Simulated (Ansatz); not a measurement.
**In: band structure with PBE**

In:

```xyz
1
Lattice="-1.8825 1.8825 1.8825 1.8825 -1.8825 1.8825 1.8825 1.8825 -1.8825" Properties=species:S:1:pos:R:3 pbc="T T T"
In    0.0000    0.0000    0.0000
```

This isn't the form of In at room conditions, which is tetragonal.

```yaml
Program: Ansatz 0.2.0
Task: band structure
Functional: PBE
Potentials_or_basis: Ansatz PAW
Cutoff: "420 eV (not typed: the program's choice for these potentials)"
k_mesh: 7 × 7 × 7
Occupations: fermi-dirac, width 0.05 eV
Spin: spin-orbit coupling, no magnetisation
Path: "[[\"G\", \"H\", \"N\", \"G\", \"P\", \"H\"], [\"P\", \"N\"]]"
Points_for_each_segment_of_the_path: 14
```

The pressure is 1.4 GPa. The band gap on the k mesh is none (metal or under the smearing width).

Levels at the corners of the path, in eV from the Fermi level:
```csv
point,band 9,band 10,band 11,band 12,band 13,band 14,band 15,band 16,band 17,band 18
Γ,-14.25,-14.25,-9.52,-9.52,10.04,10.04,11.13,11.13,11.13,11.13
H,-14.03,-14.03,0.78,0.78,0.78,0.78,1.32,1.32,1.32,1.32
N,-14.09,-14.09,-4.03,-4.03,-3.23,-3.23,5.67,5.67,7.17,7.17
Γ,-14.25,-14.25,-9.52,-9.52,10.04,10.04,11.13,11.13,11.13,11.13
P,-14.23,-14.23,-2.45,-2.45,-0.21,-0.21,0.13,0.13,0.13,0.13
H,-14.03,-14.03,0.78,0.78,0.78,0.78,1.32,1.32,1.32,1.32
P,-14.23,-14.23,-2.45,-2.45,-0.21,-0.21,0.13,0.13,0.13,0.13
N,-14.09,-14.09,-4.03,-4.03,-3.23,-3.23,5.67,5.67,7.17,7.17
```

Wall time 4.3 s on 2 threads of Arm Neoverse V1 (shared host), peak memory 0.33 GiB.
